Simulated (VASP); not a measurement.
## Ho: single point with PBE

Ho:

```
CELL_PARAMETERS angstrom
0.00000 2.49425 2.49425
2.49425 0.00000 2.49425
2.49425 2.49425 0.00000
ATOMIC_POSITIONS crystal
Ho 0.00000 0.00000 0.00000
```

This isn't the form of Ho at room conditions, which is hcp.

| Item | Value |
| --- | --- |
| Program | VASP 6.6.1 |
| Task | single point |
| Functional | PBE |
| Potentials or basis | VASP PAW PBE potentials, release 64 (Ho) |
| Cutoff | 500 eV |
| k mesh | 9 × 9 × 9 |
| Occupations | gaussian, width 0.1 eV |
| Spin | collinear spin, ferromagnetic start |
| Starting moments | [4.0] μB |

The pressure is 2.7 GPa. The band gap on the k mesh is none (metal or under the smearing width) and the net moment is 3.62 μB per cell. The site moments are Ho +3.48 μB and the valence electrons inside the program's atomic spheres are Ho 18.58.

Levels at points of the mesh, in eV from the Fermi level:
Spin up:
| k point | band 10 | band 11 | band 12 | band 13 | band 14 | band 15 |
| --- | --- | --- | --- | --- | --- | --- |
| (0.00, 0.00, 0.00) | -2.18 | -2.18 | -2.18 | 2.29 | 2.29 | 2.29 |
Spin down:
```
           k point  band 5  band 6  band 7  band 8  band 9  band 10  band 11  band 12  band 13  band 14
(0.00, 0.00, 0.00)   -4.97   -0.76   -0.19   -0.19   -0.19     1.03     1.04     1.04     2.78     2.78
```

Wall time 57 s on 1 thread of Intel(R) Xeon(R) 6975P-C (Granite Rapids) (shared host), peak memory 0.2 GiB.

Caveat: the magnetic or orbital state may not be the lowest; spin-orbit coupling is left out, which moves the levels of the heavy elements. The state reached can hang on the start; a lower one may exist.
